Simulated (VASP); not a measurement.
Input of a VASP 6.6.1 run:

File INCAR:

```
PREC = Accurate
ENCUT = 520
EDIFF = 1E-6
ISMEAR = 0
SIGMA = 0.02
LREAL = F
LASPH = T
NELM = 100
ALGO = Fast
ISIF = 2
LWAVE = F
LCHARG = F
LDIPOL = T
IDIPOL = 3
DIPOL = 0.5 0.5 0.500
GGA = PE
IVDW = 12
NBANDS = 26
```

The input KPOINTS:

```
regular mesh
0
Gamma
  12 12 1
```

POSCAR

```
BN
1.0
    2.5071210957      0.0000000000      0.0000000000
   -1.2535605478      2.1712305592      0.0000000000
    0.0000000000      0.0000000000     45.8423717808
B N
4 4
Direct
    0.6666666667      0.3333333333      0.3911371990
    0.3333333333      0.6666666667      0.4638427203
    0.6666666667      0.3333333333      0.5361572797
    0.3333333333      0.6666666667      0.6088628010
    0.3333333333      0.6666666667      0.3911009278
    0.6666666667      0.3333333333      0.4638406344
    0.3333333333      0.6666666667      0.5361593656
    0.6666666667      0.3333333333      0.6088990722
```

Potentials or basis: VASP PAW PBE potentials, release 64 (B, N).

Run with:

```sh
$ cat potpaw_PBE.64/B/POTCAR potpaw_PBE.64/N/POTCAR > POTCAR
$ mpirun -np 1 vasp_std > vasp.out
```

(1) Predict the dispersion energy per atom.

(2) What does it give for the band gap on the k mesh?

Answers

(1) -0.123 eV.

(2) 4.32 eV, indirect (least direct gap 4.67 eV).
